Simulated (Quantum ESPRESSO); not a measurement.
# Ge (Fd-3m) in Quantum ESPRESSO: further runs, part 3 of 5

Quantum ESPRESSO 7.5.

## 4. Wannier functions, PBEsol

pw.in

```
&CONTROL
  calculation = 'scf'
  prefix = 'pwscf'
  outdir = './tmp'
  pseudo_dir = './pseudo'
  tprnfor = .true.
  tstress = .true.
  disk_io = 'low'
/
&SYSTEM
  ibrav = 0
  nat = 2
  ntyp = 1
  ecutwfc = 78
  nbnd = 21
  occupations = 'smearing'
  smearing = 'fd'
  degauss = 0.00367493
/
&ELECTRONS
  conv_thr = 4d-10
  electron_maxstep = 120
  mixing_beta = 0.5
/
ATOMIC_SPECIES
Ge    72.6300 Ge.upf
CELL_PARAMETERS angstrom
   0.0000000000    2.8289100000    2.8289100000
   2.8289100000    0.0000000000    2.8289100000
   2.8289100000    2.8289100000    0.0000000000
ATOMIC_POSITIONS crystal
Ge     0.7500000000    0.7500000000    0.7500000000
Ge     0.5000000000    0.5000000000    0.5000000000
K_POINTS automatic
6 6 6 0 0 0
```

nscf.in is that of step 3.

pw2wan.in

```
&INPUTPP
  prefix = 'pwscf'
  outdir = './tmp'
  seedname = 'w'
  write_mmn = .true.
  write_amn = .true.
/
```

bands.in is that of step 3.

Changes to w.win since step 3:

```diff
@@ -2,4 +2,7 @@
 num_bands = 16
-auto_projections = true
-dis_num_iter = 0
+guiding_centres = true
+dis_froz_max = 10.44
+dis_num_iter = 600
+dis_mix_ratio = 0.5
+dis_conv_tol = 1.0d-9
 num_iter = 400
@@ -8,3 +11,3 @@
 num_print_cycles = 40
-fermi_energy = 9.6099
+fermi_energy = 9.4438
 bands_plot = true
@@ -13,2 +16,5 @@
 exclude_bands = 1-10
+begin projections
+Ge: s;p
+end projections
 begin unit_cell_cart
```

Potentials or basis: PseudoDojo 0.4.1 SR PBEsol standard.

On the command line:

```sh
OMP_NUM_THREADS=1 pw.x -in pw.in > pw.out
OMP_NUM_THREADS=1 pw.x -in nscf.in > nscf.out
wannier90.x -pp w
OMP_NUM_THREADS=1 pw2wannier90.x -in pw2wan.in > pw2wan.out
wannier90.x w
OMP_NUM_THREADS=1 pw.x -in bands.in > bands.out
```

pw.out:

```text
This program is part of the open-source Quantum ESPRESSO suite
     for quantum simulation of materials; please cite
[... 9 lines left out ...]
     --------------------
     sticks:   dense  smooth     PW     G-vecs:    dense   smooth      PW
     Sum        1237    1237    361                28475    28475    4573

     Using Slab Decomposition

     bravais-lattice index     =            0
     lattice parameter (alat)  =       7.5602  a.u.
     unit-cell volume          =     305.5512 (a.u.)^3
     number of atoms/cell      =            2
     number of atomic types    =            1
     number of electrons       =        28.00
     number of Kohn-Sham states=           21
     kinetic-energy cutoff     =      78.0000  Ry
     charge density cutoff     =     312.0000  Ry
     scf convergence threshold =      4.0E-10
     mixing beta               =       0.5000
     number of iterations used =            8  plain     mixing
     Exchange-correlation= PBESOL
                           (   1   4  10   8   0   0   0)

     celldm(1)=   7.560195  celldm(2)=   0.000000  celldm(3)=   0.000000
     celldm(4)=   0.000000  celldm(5)=   0.000000  celldm(6)=   0.000000

     crystal axes: (cart. coord. in units of alat)
               a(1) = (   0.000000   0.707107   0.707107 )
               a(2) = (   0.707107   0.000000   0.707107 )
               a(3) = (   0.707107   0.707107   0.000000 )

     reciprocal axes: (cart. coord. in units 2 pi/alat)
               b(1) = ( -0.707107  0.707107  0.707107 )
               b(2) = (  0.707107 -0.707107  0.707107 )
               b(3) = (  0.707107  0.707107 -0.707107 )

     PseudoPot. # 1 for Ge read from file:
     Ge.upf
     Pseudo is Norm-conserving + core correction, Zval = 14.0
     Generated using ONCVPSP code by D. R. Hamann
     Using radial grid of 1560 points,  6 beta functions with:
                l(1) =   0
                l(2) =   0
                l(3) =   1
                l(4) =   1
                l(5) =   2
                l(6) =   2

     atomic species   valence    mass     pseudopotential
     Ge               14.00    72.63000     Ge( 1.00)

     48 Sym. Ops., with inversion, found (24 have fractional translation)

   Cartesian axes

     site n.     atom                  positions (alat units)
         1        Ge     tau(   1) = (   1.0606602   1.0606602   1.0606602  )
         2        Ge     tau(   2) = (   0.7071068   0.7071068   0.7071068  )

     number of k points=    16  Fermi-Dirac smearing, width (Ry)=  0.0037
                       cart. coord. in units 2pi/alat
        k(    1) = (   0.0000000   0.0000000   0.0000000), wk =   0.0092593
        k(    2) = (   0.1178511   0.1178511  -0.1178511), wk =   0.0740741
        k(    3) = (   0.2357023   0.2357023  -0.2357023), wk =   0.0740741
        k(    4) = (  -0.3535534  -0.3535534   0.3535534), wk =   0.0370370
        k(    5) = (   0.2357023   0.0000000  -0.0000000), wk =   0.0555556
        k(    6) = (   0.3535534   0.1178511  -0.1178511), wk =   0.2222222
[... 8 lines left out ...]
        k(   15) = (  -0.1178511  -0.3535534   0.5892557), wk =   0.2222222
        k(   16) = (  -0.7071068   0.2357023   0.0000000), wk =   0.1111111

     Dense  grid:    28475 G-vectors     FFT dimensions: (  48,  48,  48)

     Initial potential from superposition of free atoms

     starting charge      27.9985, renormalised to      28.0000
     Starting wfcs are   18 randomized atomic wfcs +    3 random wfcs

     Self-consistent Calculation

     iteration #  1     ecut=    78.00 Ry     beta= 0.50
     Davidson diagonalization with overlap
     ethr =  1.00E-02,  avg # of iterations =  5.1

     Threshold (ethr) on eigenvalues was too large:
     Diagonalizing with lowered threshold

     Davidson diagonalization with overlap
     ethr =  1.19E-04,  avg # of iterations =  2.9

     total energy              =    -356.80417305 Ry
     estimated scf accuracy    <       0.03414676 Ry

     iteration #  2     ecut=    78.00 Ry     beta= 0.50
     Davidson diagonalization with overlap
     ethr =  1.22E-04,  avg # of iterations =  1.0

     total energy              =    -356.80332934 Ry
     estimated scf accuracy    <       0.00613238 Ry

     iteration #  3     ecut=    78.00 Ry     beta= 0.50
     Davidson diagonalization with overlap
     ethr =  2.19E-05,  avg # of iterations =  2.8

     total energy              =    -356.80369039 Ry
     estimated scf accuracy    <       0.00008382 Ry
[... 26 lines left out ...]
     total energy              =    -356.80370253 Ry
     estimated scf accuracy    <          1.7E-09 Ry

     iteration #  8     ecut=    78.00 Ry     beta= 0.50
     Davidson diagonalization with overlap
     ethr =  5.90E-12,  avg # of iterations =  2.0

     total energy              =    -356.80370253 Ry
     estimated scf accuracy    <          6.2E-10 Ry

     iteration #  9     ecut=    78.00 Ry     beta= 0.50
     Davidson diagonalization with overlap
     ethr =  2.22E-12,  avg # of iterations =  1.4

     End of self-consistent calculation

          k = 0.0000 0.0000 0.0000 (  3527 PWs)   bands (ev):

   -15.4254 -15.4254 -15.4254 -15.3897 -15.3897 -15.1784 -15.1784 -15.1784
   -15.1659 -15.1659  -3.3718   9.4080   9.4225   9.4225   9.4225  11.9542
    11.9542  11.9542  15.6586  18.8501  18.8502

          k = 0.1179 0.1179-0.1179 (  3569 PWs)   bands (ev):

   -15.4373 -15.4373 -15.4210 -15.3723 -15.3723 -15.1959 -15.1959 -15.1834
   -15.1514 -15.1514  -3.0348   6.2353   8.8987   8.8987  10.3351  12.6469
    12.6469  13.5351  17.0937  17.7004  17.7004

          k = 0.2357 0.2357-0.2357 (  3561 PWs)   bands (ev):

   -15.4474 -15.4474 -15.4122 -15.3532 -15.3532 -15.2104 -15.2104 -15.1938
   -15.1407 -15.1407  -2.0998   3.3109   8.2539   8.2539   9.7709  13.1668
    13.1668  16.3798  17.1283  18.3311  18.3311

          k =-0.3536-0.3536 0.3536 (  3582 PWs)   bands (ev):

   -15.4498 -15.4498 -15.4076 -15.3478 -15.3478 -15.2137 -15.2137 -15.1991
   -15.1379 -15.1379  -1.2749   1.7957   8.0162   8.0162   9.5409  13.1270
    13.1270  16.4044  19.8582  20.4345  20.5967

          k = 0.2357 0.0000-0.0000 (  3575 PWs)   bands (ev):

   -15.4349 -15.4349 -15.4345 -15.3740 -15.3522 -15.2295 -15.1802 -15.1638
   -15.1638 -15.1490  -2.9192   6.2315   8.1265   8.1265  10.9421  12.1328
    13.8126  13.8126  16.2000  17.6788  19.3251

          k = 0.3536 0.1179-0.1179 (  3555 PWs)   bands (ev):

   -15.4552 -15.4453 -15.4148 -15.3535 -15.3267 -15.2549 -15.2021 -15.1776
   -15.1462 -15.1331  -2.1614   3.9877   7.1154   7.5137  11.1338  12.5061
    14.2851  14.6764  17.8282  19.0290  19.6499

          k =-0.2357-0.4714 0.4714 (  3548 PWs)   bands (ev):

   -15.4664 -15.4533 -15.3911 -15.3344 -15.3260 -15.2498 -15.2239 -15.2042
   -15.1336 -15.1208  -1.1007   1.9990   6.2792   7.4484  10.9818  13.1603
    14.3627  15.7648  18.5498  20.3474  20.6090

          k =-0.1179-0.3536 0.3536 (  3550 PWs)   bands (ev):

   -15.4629 -15.4567 -15.3871 -15.3463 -15.3267 -15.2369 -15.2199 -15.2137
   -15.1289 -15.1261  -1.4352   2.5381   6.0729   7.9385  11.1260  13.4100
    13.8402  16.0994  17.6956  18.4466  20.3472

          k = 0.0000-0.2357 0.2357 (  3561 PWs)   bands (ev):

   -15.4511 -15.4465 -15.4091 -15.3631 -15.3452 -15.2238 -15.2092 -15.1811
   -15.1484 -15.1349  -2.4876   4.6931   6.8532   8.7281  11.3236  12.9629
    13.1389  14.4989  16.6627  18.6697  18.7200

          k = 0.4714 0.0000-0.0000 (  3535 PWs)   bands (ev):

   -15.4516 -15.4516 -15.4206 -15.3317 -15.3037 -15.2858 -15.2198 -15.1666
   -15.1367 -15.1367  -1.5888   3.2117   6.8077   6.8077  10.0015  11.3083
    16.7190  16.7190  17.8085  20.7551  21.1432

          k =-0.1179-0.5893 0.5893 (  3541 PWs)   bands (ev):

   -15.4688 -15.4578 -15.3868 -15.3224 -15.3055 -15.2658 -15.2472 -15.2030
   -15.1267 -15.1166  -0.5160   1.7165   5.6562   6.6503  10.3867  12.0218
    16.3950  17.0159  19.7474  21.0282  21.3264

          k =-0.0000-0.4714 0.4714 (  3548 PWs)   bands (ev):

   -15.4771 -15.4605 -15.3712 -15.3013 -15.2954 -15.2815 -15.2624 -15.2187
   -15.1235 -15.1089  -0.3811   1.5714   4.9338   7.1033  10.7859  15.1425
    15.7624  15.8438  16.5098  18.2774  22.8827

          k =-0.7071 0.0000 0.0000 (  3540 PWs)   bands (ev):

   -15.4592 -15.4592 -15.3738 -15.3738 -15.2751 -15.2751 -15.2176 -15.2176
   -15.1239 -15.1239   0.5209   0.5209   6.3375   6.3375  10.0848  10.0848
    18.9080  18.9080  20.9348  20.9348  22.1684

          k =-0.2357-0.4714 0.7071 (  3547 PWs)   bands (ev):

   -15.4646 -15.4616 -15.3863 -15.3329 -15.2985 -15.2821 -15.2242 -15.2058
   -15.1245 -15.1231  -1.2471   2.6444   5.6999   6.9635  12.1567  12.5740
    13.6979  16.4775  18.6403  19.2736  21.7366

          k =-0.1179-0.3536 0.5893 (  3556 PWs)   bands (ev):

   -15.4747 -15.4644 -15.3643 -15.3147 -15.2921 -15.2838 -15.2507 -15.2240
   -15.1207 -15.1111  -0.3759   1.5402   5.2444   6.5237  12.4016  12.9683
    15.4461  15.4659  17.4214  21.1526  21.2727

          k =-0.7071 0.2357 0.0000 (  3558 PWs)   bands (ev):

   -15.4701 -15.4701 -15.3441 -15.3441 -15.2787 -15.2787 -15.2422 -15.2422
   -15.1144 -15.1144   0.5948   0.5948   5.6635   5.6635  12.0557  12.0557
    15.9435  15.9435  20.3936  20.3936  22.3060

     the Fermi energy is     9.4438 ev

!    total energy              =    -356.80370253 Ry
     estimated scf accuracy    <          5.1E-11 Ry
     smearing contrib. (-TS)   =      -0.00014451 Ry
     internal energy E=F+TS    =    -356.80355802 Ry

     The total energy is F=E-TS. E is the sum of the following terms:
     one-electron contribution =    -183.53856497 Ry
     hartree contribution      =     110.62199993 Ry
     xc contribution           =     -86.38623478 Ry
     ewald contribution        =    -197.50075820 Ry

     convergence has been achieved in   9 iterations

     Forces acting on atoms (cartesian axes, Ry/au):

     atom    1 type  1   force =    -0.00000000    0.00000000    0.00000000
     atom    2 type  1   force =     0.00000000   -0.00000000   -0.00000000

     Total force =     0.000000     Total SCF correction =     0.000000

     Computing stress (Cartesian axis) and pressure

          total   stress  (Ry/bohr**3)                   (kbar)     P=        6.91
   0.00004695  -0.00000000   0.00000000            6.91       -0.00        0.00
  -0.00000000   0.00004695  -0.00000000           -0.00        6.91       -0.00
   0.00000000   0.00000000   0.00004695            0.00        0.00        6.91

=------------------------------------------------------------------------------=
   JOB DONE.
=------------------------------------------------------------------------------=
```

Run time: 5.9 min. Hardware: 1 thread of Arm Neoverse V1, shared host; peak memory 0.21 GiB.

What came out:

- Free energy: -4854.5617 eV
- Pressure: 0.7 GPa
- Band gap on the k mesh: none (metal or under the smearing width)
- Total Wannier spread: 11.24 Å² over 8 functions
- RMS miss of the Wannier bands: 0.060 eV

Levels at the corners of the path, in eV from the Fermi level:
```
point  band 12  band 13  band 14  band 15  band 16  band 17
    Γ    -0.04    -0.02    -0.02    -0.02     2.51     2.51
    X    -8.92    -3.11    -3.11     0.64     0.64     9.46
    W    -8.82    -3.96    -3.96     4.27     4.27     4.61
    K    -8.33    -4.39    -2.66     1.06     4.00     7.14
    Γ    -0.04    -0.02    -0.02    -0.02     2.51     2.51
    L    -7.65    -1.43    -1.43     0.10     3.68     3.68
    U    -8.33    -4.39    -2.66     1.06     4.00     7.14
    W    -8.82    -3.96    -3.96     4.27     4.27     4.61
    L    -7.65    -1.43    -1.43     0.10     3.68     3.68
    K    -8.33    -4.39    -2.66     1.06     4.00     7.14
    U    -8.33    -4.39    -2.66     1.06     4.00     7.14
    X    -8.92    -3.11    -3.11     0.64     0.64     9.46
```

Wannier functions:
```csv
function,nearest atom,distance (Å),spread (Å²),on-site energy from the reference level (eV)
1,1 Ge,0.72,1.40,-0.33
2,1 Ge,0.72,1.40,-0.33
3,1 Ge,0.72,1.40,-0.33
4,1 Ge,0.72,1.40,-0.33
5,2 Ge,0.72,1.40,-0.33
6,2 Ge,0.72,1.40,-0.33
7,2 Ge,0.72,1.40,-0.33
8,2 Ge,0.72,1.40,-0.33
```

Parts of the spread (Å²): invariant 9.79, diagonal 0.026, off-diagonal 1.42, total 11.24. Against the direct bands the interpolation misses by 60 meV (root mean square) and 547 meV at most, for states up to 1 eV over the reference level.

Caveat: the k mesh is coarse; this crystal is a semiconductor, whose small gap the functional closes, so the metal is an error of the method.

[end of part 3 of 5]
